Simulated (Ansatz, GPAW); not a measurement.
Given: the input of a run of GPAW 26.7.0 (ASE script) on CdSe. The cell is a database's computed one, not the measured one.

The input run.py:

```python
from ase import Atoms
from ase.dft.bandgap import bandgap
from ase.io import write
from ase.units import Bohr, GPa
from gpaw import GPAW, PW
from gpaw.elf import elf_from_dft_calculation

atoms = Atoms(['Cd', 'Se'],
              cell=[[0.0, 3.0702711986, 3.0702711986],
                    [3.0702711986, 0.0, 3.0702711986],
                    [3.0702711986, 3.0702711986, 0.0]],
              scaled_positions=[[0.0, 0.0, 0.0],
                                [0.25, 0.25, 0.25]],
              pbc=True)

calc = GPAW(mode=PW(600),
            xc='PBE',
            kpts={'size': (8, 8, 8), 'gamma': True},
            occupations={'name': 'methfessel-paxton', 'order': 0, 'width': 0.02},
            nbands=18,
            convergence={'density': 1e-05, 'energy': 1e-05},
            maxiter=150,
            txt='gpaw.txt')
atoms.calc = calc
energy = atoms.get_potential_energy()
forces = atoms.get_forces()
stress = atoms.get_stress()
calc.write('gs.gpw')
write('result.traj', atoms)
print(f'Energy: {energy:.6f} eV')
print('Forces (eV/A):')
print(forces.round(4))
print('Stress (GPa):', (stress / GPa).round(3))
print('Fermi level:', round(calc.get_fermi_level(), 4), 'eV')
print(f'Gap: {bandgap(calc)[0]:.4f} eV, direct: {bandgap(calc, direct=True)[0]:.4f} eV')

# fields on the real-space grid
write('density.cube', atoms, data=calc.get_pseudo_density() * Bohr**3)
write('potential.cube', atoms, data=calc.get_electrostatic_potential())
write('elf.cube', atoms, data=elf_from_dft_calculation(calc).data)
```

Potentials or basis: GPAW PAW data sets (gpaw-data 1.2.1), pw.

Launch:

```sh
$ OMP_NUM_THREADS=1 python run.py
```

Set up the same calculation for Ansatz 0.2.0. Potentials or basis there: all-electron LAPW, scalar-relativistic.

As run (cutoffs and basis follow the program's own potentials, and thresholds, step limits or extra output files can differ):

File input.yaml:

```yaml
crystal:
  lattice:
    - [0.0, 3.0702711986, 3.0702711986]
    - [3.0702711986, 0.0, 3.0702711986]
    - [3.0702711986, 3.0702711986, 0.0]
  atoms:
    - { symbol: Cd, position: [0.0, 0.0, 0.0] }
    - { symbol: Se, position: [0.25, 0.25, 0.25] }
kpoints:
  mp_grid: { grid: [8, 8, 8] }
scf:
  occupations: { method: gaussian, width: 0.02 }
hamiltonian:
  xc: pbe
  pseudopotentials: { kind: all_electron, lapw: { basis_error: 0.001 } }
output:
  forces: true
  stress: true
  eigenvalues: true
```

Potentials or basis: all-electron LAPW, scalar-relativistic.

Run with:

```sh
$ ansatz run input.yaml --threads 1 --pin off --max-ram 3072MiB --backend cpu --events-out ev --progress --plain --runs-dir out
```

Both were run:

|  | GPAW | Ansatz |
| --- | --- | --- |
| Pressure | 1.1 GPa | 1.3 GPa |

Where Ansatz's input types no cutoff or centring, it takes its own default and a Γ-centred mesh.

Pressure is positive in compression.
